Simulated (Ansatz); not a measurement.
The system is Bi2Te2Se.

```
Bi Te Se
1.0
     2.16097    1.24764   10.58557
    -2.16097    1.24764   10.58557
     0.00000   -2.49527   10.58557
Bi Te Se
2 2 1
Direct
  0.39172 0.39172 0.39172
  0.60828 0.60828 0.60828
  0.78040 0.78040 0.78040
  0.21960 0.21960 0.21960
  0.00000 0.00000 0.00000
```

The cell is a database's computed one.

- Program: Ansatz 0.2.0
- Task: relaxation of cell and atoms
- Functional: PBEsol
- Dispersion: D3(BJ)
- Potentials or basis: Ansatz PAW
- Cutoff: 420 eV (not typed: the program's choice for these potentials)
- k mesh: 7 × 7 × 7
- Occupations: fermi-dirac, width 0.05 eV
- Spin: no spin polarisation

At the start: volume 34.25 Å³/atom.

Task: Where does the relaxation end?

Result: It ends after 8 steps and the volume is 29.99 Å³/atom (-12.4 %); space group R-3m (No. 166, to 0.05 Å).

The path:
```tsv
step	energy change (eV)	largest force (eV/Å)	volume (Å³)
1	0.0000	0.0599	171.24
2	-0.2238	0.1891	150.28
3	-0.2608	0.1250	146.21
4	-0.2840	0.0580	151.86
5	-0.2887	0.0334	149.73
6	-0.2888	0.0350	149.92
7	-0.2889	0.0001	149.97
8	-0.2859	0.0003	149.97
```

Final structure:
```
Bi Te Se
1.0
     2.11575    1.22153    9.67129
    -2.11575    1.22153    9.67129
     0.00000   -2.44305    9.67129
Bi Te Se
2 2 1
Direct
  0.39546 0.39546 0.39546
  0.60454 0.60454 0.60454
  0.78989 0.78989 0.78989
  0.21011 0.21011 0.21011
  0.00000 0.00000 0.00000
```

Caveat: the plane-wave basis is chosen anew once the cell has moved, so the energies of steps on either side of that aren't comparable; the PAW data sets come from PBE, with cores solved anew for the run's functional, which leaves a small shift of forces and pressure.
